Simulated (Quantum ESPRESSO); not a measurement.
A run of Quantum ESPRESSO 7.5:

The input pw.in:

```
&CONTROL
  calculation = 'vc-relax'
  prefix = 'pwscf'
  outdir = './tmp'
  pseudo_dir = './pseudo'
  tprnfor = .true.
  tstress = .true.
  disk_io = 'low'
  nstep = 40
  forc_conv_thr = 0.0004
  etot_conv_thr = 1d-05
/
&SYSTEM
  ibrav = 0
  A = 2.76066562
  nat = 2
  ntyp = 1
  ecutwfc = 45
  ecutrho = 360
  nbnd = 24
  input_dft = 'sla+pw+psx+psc+vv10'
  occupations = 'smearing'
  smearing = 'fd'
  degauss = 0.00367493
/
&ELECTRONS
  conv_thr = 4d-10
  electron_maxstep = 120
  mixing_beta = 0.5
/
&IONS
  ion_dynamics = 'bfgs'
/
&CELL
  cell_dynamics = 'bfgs'
  press = 0
  press_conv_thr = 0.3
/
ATOMIC_SPECIES
Pt   195.0840 pt_pbesol_v1.4.uspp.F.UPF
CELL_PARAMETERS alat
   0.9999999985    0.0000000000    0.0000000000
  -0.4999999992    0.8660254025    0.0000000000
   0.0000000000    0.0000000000    1.7358618028
ATOMIC_POSITIONS alat
Pt    -0.0000000001    0.5773502683    0.4339654507
Pt     0.4999999993    0.2886751341    1.3018963521
K_POINTS automatic
11 11 6 0 0 0
```

Potentials or basis: GBRV 1.5 PBEsol.

Launch:

```sh
$ OMP_NUM_THREADS=1 mpirun -n 2 pw.x -nk 2 -in pw.in > pw.out
```

Hardware: 2 MPI ranks on Intel(R) Xeon(R) Platinum 8259CL CPU @ 2.50GHz (Skylake/Cascade Lake), on a shared host.

How long does it take, and how much memory?

Wall time 98 s on 2 MPI ranks on Intel(R) Xeon(R) Platinum 8259CL CPU @ 2.50GHz (Skylake/Cascade Lake), with other jobs on the host, peak memory 0.24 GiB a rank. Counts: scf iterations 53, k pools 2, bands 24, ion steps 7, k points 64, g dense 24631.
